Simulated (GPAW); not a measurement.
The system is InP.

```xyz
2
Lattice="0.0000 2.9305 2.9305 2.9305 0.0000 2.9305 2.9305 2.9305 0.0000" Properties=species:S:1:pos:R:3 pbc="T T T"
In    0.0000    0.0000    0.0000
P     4.3957    4.3957    4.3957
```

Program: GPAW 26.7.0. Alike in all runs: no spin polarisation; cell as given; k mesh 8 × 8 × 8; cutoff (eV) 600.

**Question.** Order these runs on this cell by their band gap on the k mesh, lowest first.
A. level PBEsol; potentials or basis PAW data sets generated in the run's folder for this functional, pw; smearing gaussian 0.02 eV
B. level RPBE; potentials or basis the program's PAW data sets (release 1.2.1) made for this functional, pw; smearing gaussian 0.05 eV
C. level r2SCAN; potentials or basis GPAW PAW data sets (gpaw-data 1.2.1), pw; smearing fermi-dirac 0.05 eV; band path GXWKGLUWLK,UX; band points 100

**Answer.** A (0.61 eV), B (0.85 eV), C (1.14 eV).

Caveats: spin-orbit coupling is left out, which moves the levels of the heavy elements.

Runs at the PBE level aren't shown here.
